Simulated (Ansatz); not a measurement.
ZnCu2SnS4:

```
Sn Zn Cu S
1.0
    -2.71710    2.71710    5.42480
     2.71710   -2.71710    5.42480
     2.71710    2.71710   -5.42480
Sn Zn Cu S
1 1 2 4
Cartesian
  0.0000 0.0000 5.4248
  2.7171 0.0000 2.7124
  0.0000 2.7171 2.7124
  0.0000 0.0000 0.0000
  1.3944 1.3922 4.0338
  -1.3922 1.3944 6.8158
  1.3227 1.3249 -1.3910
  4.1093 1.3227 1.3910
```

```yaml
Program: Ansatz 0.2.0
Task: relaxation of cell and atoms
Functional: PBEsol
Potentials_or_basis: Ansatz PAW
Cutoff: "420 eV (not typed: the program's choice for these potentials)"
k_mesh: 7 × 7 × 7
Occupations: fermi-dirac, width 0.05 eV
Spin: no spin polarisation
```

At the start: volume 20.02 Å³/atom.

Question: How do energy, volume and symmetry change on relaxing?

Answer: It ends after 5 steps and the volume is 19.41 Å³/atom (-3.1 %); space group I-4 (No. 82, to 0.05 Å).

The path:
```csv
step,energy change (eV),largest force (eV/Å),volume (Å³)
1,0.0000,0.6610,160.20
2,-0.0931,0.2803,158.27
3,-0.1233,0.0313,154.37
4,-0.1245,0.0085,155.28
5,-0.1229,0.0087,155.28
```

Final structure:
```cif
data_structure
_symmetry_space_group_name_H-M 'P 1'
_symmetry_Int_Tables_number 1
_cell_length_a 6.5821
_cell_length_b 6.5821
_cell_length_c 6.5821
_cell_angle_alpha 131.799
_cell_angle_beta 131.799
_cell_angle_gamma 70.547
_cell_volume 155.28
loop_
_atom_site_label
_atom_site_type_symbol
_atom_site_fract_x
_atom_site_fract_y
_atom_site_fract_z
_atom_site_occupancy
Sn1 Sn 0.50000 0.50000 0.00000 1
Zn1 Zn 0.25000 0.75000 0.50000 1
Cu1 Cu 0.75000 0.25000 0.50000 1
Cu2 Cu 0.00000 0.00000 0.00000 1
S1 S 0.63847 0.62964 0.52807 1
S2 S 0.88960 0.36153 0.99117 1
S3 S 0.10157 0.11040 0.47193 1
S4 S 0.37036 0.89843 0.00883 1
```

Caveat: the plane-wave basis is chosen anew once the cell has moved, so the energies of steps on either side of that aren't comparable; the PAW data sets come from PBE, with cores solved anew for the run's functional, which leaves a small shift of forces and pressure.
